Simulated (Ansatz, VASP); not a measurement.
## Fe in VASP and in Ansatz

```
CELL_PARAMETERS angstrom
2.31167 0.00000 0.00000
0.00000 2.31167 0.00000
0.00000 0.00000 2.31167
ATOMIC_POSITIONS crystal
Fe 0.00000 0.00000 0.00000
```

Alike in both runs: task single point; functional r2SCAN; k mesh 15 × 15 × 15; occupations fermi-dirac, width 0.05 eV; collinear spin.

|  | VASP | Ansatz |
| --- | --- | --- |
| version | VASP 6.6.1 | Ansatz 0.2.0 |
| potentials or method | VASP PAW PBE potentials, release 64 (Fe) | plane waves (500 eV) with PAW, scalar-relativistic |
| plane-wave cutoff (eV) | 520 | 500 |
| valence electrons in the cell | 8 | 16 |

```tsv
	VASP	Ansatz	Ansatz less VASP
pressure (GPa)	11.9	12.0	+0.13
net moment per atom (μB)	2.47	2.46	-0.003
size of the moment on the site where the two differ most (μB)	2.49	2.49	-0.003
```

Site moments also hang on the region over which each program counts them. The functional is the same, so the differences come from potentials, cutoffs and numerics. The two sets of potentials don't hold the same shells in valence. Ansatz warned: «stability_check_not_made».

Caveats: the PAW data sets were made with another functional, which shifts forces and pressure a little (VASP).
